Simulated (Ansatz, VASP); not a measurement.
**Two plane-wave programs on HfO2**

File INCAR:

```
  PREC = Accurate
  ENCUT = 520
  EDIFF = 1E-6
  ISMEAR = 0
  SIGMA = 0.05
  LREAL = F
  LASPH = T
  NELM = 80
  ALGO = Normal
  ISIF = 2
  LWAVE = F
  LCHARG = F
  GGA = PS
  NBANDS = 18
```

The input KPOINTS:

```
regular mesh
0
Gamma
  8 8 8
```

The input POSCAR:

```
HfO2
1.0
    0.0000000000      2.4885238992      2.5220673956
    2.4885238992      0.0000000000      2.5220673956
    2.4885238992      2.4885238992      0.0000000000
Hf O
1 2
Direct
    0.0000000000      0.0000000000      0.0000000000
    0.2500000000      0.2500000000      0.2500000000
    0.7500000000      0.7500000000      0.7500000000
```

Input for Ansatz:

```yaml
crystal:
  lattice:
    - [0.0, 2.4885238992, 2.5220673956]
    - [2.4885238992, 0.0, 2.5220673956]
    - [2.4885238992, 2.4885238992, 0.0]
  atoms:
    - { symbol: Hf, position: [0.0, 0.0, 0.0] }
    - { symbol: O, position: [0.25, 0.25, 0.25] }
    - { symbol: O, position: [0.75, 0.75, 0.75] }
basis:
  ecutwfc: 520.0
kpoints:
  mp_grid: { grid: [8, 8, 8] }
hamiltonian:
  xc: pbesol
  pseudopotentials: { kind: paw, azcp: { folder: soft_1 } }
scf:
  occupations: { method: gaussian, width: 0.05 }
output:
  forces: true
  stress: true
  eigenvalues: true
```

Change from the starting cell: normal strain along x -0.0133, normal strain along y -0.0133.

Alike in both runs: task single point; functional PBEsol; k mesh 8 × 8 × 8; occupations gaussian, width 0.05 eV; no spin polarisation.

|  | VASP | Ansatz |
| --- | --- | --- |
| version | VASP 6.6.1 | Ansatz 0.2.0 |
| potentials or method | VASP PAW PBE potentials, release 64 (Hf_pv, O) | scalar-relativistic, plane waves, PAW |
| plane-wave cutoff (eV) | 520 | 520 |
| valence electrons in the cell | 22 | 38 |

|  | VASP | Ansatz | Ansatz less VASP |
| --- | --- | --- | --- |
| gap on the k mesh at the Fermi level (eV) | 3.72 | 3.69 | -0.028 |
| least direct gap on the mesh (eV) | 3.72 | 3.69 | -0.028 |
| pressure (GPa) | 3.5 | 7.5 | +4.04 |
| largest component of the traceless stress (GPa) | 4.41 | 4.33 | -0.084 |

One of these differences is far larger than is usual between the two programs; its cause wasn't traced. The two sets of potentials don't hold the same shells in valence. Ansatz warned: «pseudo_functional_mismatch».

Caveats: the PAW data sets were made with another functional, which shifts forces and pressure a little (VASP); spin-orbit coupling is left out, which moves the levels of the heavy elements. A k mesh can miss the band edges.
